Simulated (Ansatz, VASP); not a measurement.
This is a calculation of Sn for Ansatz 0.2.0.

The input input.yaml:

```yaml
crystal:
  lattice:
    - [-2.9401404553, 2.9401404553, 1.5993019889]
    - [2.9401404553, -2.9401404553, 1.5993019889]
    - [2.9401404553, 2.9401404553, -1.5993019889]
  atoms:
    - { symbol: Sn, position: [0.0, 0.0, 0.0] }
    - { symbol: Sn, position: [0.75, 0.25, 0.5] }
hamiltonian:
  xc: pbe
  pseudopotentials: { kind: paw }
kpoints:
  mp_grid: { grid: [9, 9, 9] }
scf:
  occupations: { method: gaussian, width: 0.026 }
output:
  forces: true
  stress: true
  eigenvalues: true
```

Potentials or basis: Ansatz PAW.

Launch:

```console
$ ansatz run input.yaml --threads 2 --pin off --max-ram 5632MiB --backend cpu --events-out ev --progress --plain --runs-dir out
```

Task: Translate it to VASP 6.6.1. Potentials there: VASP PAW PBE potentials, release 64 (Sn_d).

Result: As run (the cutoff follows the program's own potentials):

The input INCAR:

```
ALGO = Normal ; EDIFF = 1E-6
ENCUT = 520 ; GGA = PE
ISIF = 2 ; ISMEAR = 0
LASPH = True ; LCHARG = True
LELF = True ; LREAL = False
LVHAR = True ; LWAVE = False
NBANDS = 21 ; NELM = 80
PREC = Accurate ; SIGMA = 0.026000000000000002
```

The input KPOINTS:

```
k-points
0
Gamma
  9 9 9
```

The input POSCAR:

```
Sn
1.0
   -2.9401404553      2.9401404553      1.5993019889
    2.9401404553     -2.9401404553      1.5993019889
    2.9401404553      2.9401404553     -1.5993019889
Sn
2
Direct
    0.0000000000      0.0000000000      0.0000000000
    0.7500000000      0.2500000000      0.5000000000
```

Potentials or basis: VASP PAW PBE potentials, release 64 (Sn_d).

The run is started by

```console
$ cat potpaw_PBE.64/Sn_d/POTCAR > POTCAR
$ mpirun -np 1 vasp_std > vasp.out
```

Both were run:

|  | VASP | Ansatz | Ansatz less VASP |
| --- | --- | --- | --- |
| gap on the k mesh at the Fermi level (eV) | none | none | - |
| pressure (GPa) | 1.4 | 1.4 | +0.05 |
| largest component of the traceless stress (GPa) | 0.20 | 0.20 | +0.007 |

A gap of «none» marks a metal or a gap that the smearing closes.
